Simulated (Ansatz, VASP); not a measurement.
SnO2 in VASP and in Ansatz

INCAR

```
SYSTEM = SnO2
PREC = Accurate ; ENCUT = 520
EDIFF = 1E-7 ; ISMEAR = -1
SIGMA = 0.05 ; LREAL = .False.
LASPH = .True. ; NELM = 100
ALGO = Normal ; ISIF = 2
LWAVE = .False. ; LCHARG = .False.
GGA = PE ; NBANDS = 35
```

KPOINTS

```
Automatic mesh
0
Gamma
  6 6 8
  0 0 0
```

File POSCAR:

```
SnO2
1.0
    4.7880040000      0.0000000000      0.0000000000
    0.0000000000      4.8665820000      0.0000000000
    0.0000000000      0.0000000000      3.2408980000
Sn O
2 4
Direct
   -0.0015780000     -0.0003530000     -0.0089580000
    0.5046400000      0.5074660000      0.4955930000
    0.7005100000      0.6738550000     -0.0075490000
    0.2030960000      0.8186260000      0.4919440000
    0.7901310000      0.1781090000      0.4894110000
    0.2906530000      0.3197150000     -0.0076270000
```

The input input.yaml:

```yaml
crystal:
  lattice:
    - [4.788004, 0.0, 0.0]
    - [0.0, 4.866582, 0.0]
    - [0.0, 0.0, 3.240898]
  atoms:
    - { symbol: Sn, position: [-0.001578, -0.000353, -0.008958] }
    - { symbol: Sn, position: [0.50464, 0.507466, 0.495593] }
    - { symbol: O, position: [0.70051, 0.673855, -0.007549] }
    - { symbol: O, position: [0.203096, 0.818626, 0.491944] }
    - { symbol: O, position: [0.790131, 0.178109, 0.489411] }
    - { symbol: O, position: [0.290653, 0.319715, -0.007627] }
hamiltonian:
  xc: pbe
  pseudopotentials: { kind: paw }
kpoints:
  mp_grid: { grid: [6, 6, 8] }
scf:
  occupations: { method: fermi_dirac, width: 0.05 }
output:
  forces: true
  stress: true
  eigenvalues: true
```

Change from the starting cell: atoms moved at random, drawn with an rms of 0.05 Å.

Alike in both runs: task single point; functional PBE; k mesh 6 × 6 × 8; occupations fermi-dirac, width 0.05 eV; no spin polarisation.

|  | VASP | Ansatz |
| --- | --- | --- |
| version | VASP 6.6.1 | Ansatz 0.2.0 |
| potentials or method | VASP PAW PBE potentials, release 64 (Sn_d, O) | Ansatz PAW |
| plane-wave cutoff (eV) | 520 | 420 |
| valence electrons in the cell | 52 | 52 |

|  | VASP | Ansatz | Ansatz less VASP |
| --- | --- | --- | --- |
| gap on the k mesh at the Fermi level (eV) | 0.76 | 0.77 | +0.012 |
| least direct gap on the mesh (eV) | 0.76 | 0.77 | +0.012 |
| pressure (GPa) | 0.7 | 0.1 | -0.60 |
| largest component of the traceless stress (GPa) | 0.60 | 0.48 | -0.122 |
| rms of the force components (eV/Å) | 0.434 | 0.427 | -0.0076 |

Atom by atom the forces differ by 0.012 eV/Å (rms over components). The functional is the same, so the differences come from potentials, cutoffs and numerics.

Caveats: spin-orbit coupling is left out, which moves the levels of the heavy elements; the pressure holds a Pulay correction of +0.8 GPa for the finite cutoff (Ansatz).
